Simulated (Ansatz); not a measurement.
Structure: AgI (wurtzite), at its r2SCAN minimum. The symmetry is P6_3mc (No. 186, hexagonal); conventional cell a = 4.651 Å, c = 7.599 Å, 35.59 Å³ an atom. Around Ag lie 4 I at 2.85 Å; around I lie 4 Ag at 2.85 Å.

The questions ask for values computed with the plane-wave code Ansatz on this geometry. Calculated for a static, non-magnetic cell.

Task: What gap does PBE give, and where are the band edges?

Result: With PBE the gap is 1.37 eV and direct, at Γ.

Task: How does the gap change from PBE to r2SCAN (6×6×4)?

Result: With r2SCAN the gap is 1.86 eV and direct, at Γ. The gap differs by +0.49 eV from PBE's.

Task: How does the gap change from PBE to HSE06 (6×6×2)?

Result: The HSE06 gap is direct at Γ: 2.53 eV. The gap differs by +1.16 eV from PBE's.

Task: Estimate the gap with PBE0 on 6×6×2.

Result: With PBE0 the gap is 3.19 eV and direct, at Γ. The gap differs by +1.83 eV from PBE's.

Task: What do these levels agree on?

Result: r2SCAN covers 42 % of the step from PBE to HSE06, while HSE06 needs about 12 times r2SCAN's rough cost (on a coarser mesh). All these functionals give a gap of the same kind, direct.
